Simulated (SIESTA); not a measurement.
Ir:

```
Ir
1.0
     2.75138    0.00000    0.00000
    -1.37569    2.38276    0.00000
     0.00000    0.00000    4.46229
Ir
2
Direct
  0.33333 0.66667 0.25000
  0.66667 0.33333 0.75000
```

This isn't the form of Ir at room conditions, which is fcc.

```yaml
Program: SIESTA 5.4.2
Task: single point
Functional: PBE
Potentials_or_basis: PseudoDojo 0.4 standard (PBE files)
Basis: DZP (energy shift 0.003 Ry; two zetas on semicore shells)
Grid_cutoff: 800 Ry
Energy_shift: 0.003 Ry
k_mesh: 11 × 11 × 6
Occupations: fermi-dirac, width 0.05 eV
Spin: no spin polarisation
```

On this cell: pressure 1.7 GPa; largest force under 0.003 eV/Å; band gap on the k mesh none (metal or under the smearing width).

The same run follows on a disturbed copy (atoms moved at random, drawn with an rms of 0.05 Å):

```
CELL_PARAMETERS angstrom
2.75138 0.00000 0.00000
-1.37569 2.38276 0.00000
0.00000 0.00000 4.46229
ATOMIC_POSITIONS crystal
Ir 0.34445 0.66132 0.25713
Ir 0.64903 0.34504 0.74650
```

Q: What changes?

A: The energy (extrapolated to zero smearing) moves by +22.9 meV/atom; pressure 2.8 GPa; largest force 0.932 eV/Å; band gap on the k mesh none (metal or under the smearing width).

Forces on the atoms (eV/Å):
```
Ir  -0.498  0.204 -0.760
Ir   0.498 -0.203  0.759
```

Stress tensor (GPa, compression positive):
```
 2.70 -1.59  1.16
-1.59  1.33 -0.52
 1.16 -0.52  4.27
```

Caveats: short orbitals over semicore shells can move pressures by several GPa; the valence orbitals were made in a potential fitted to the semicore shell under them, which widens gaps by tenths of an eV or more; the basis of atomic orbitals isn't converged, which shifts pressures, moduli and gaps.
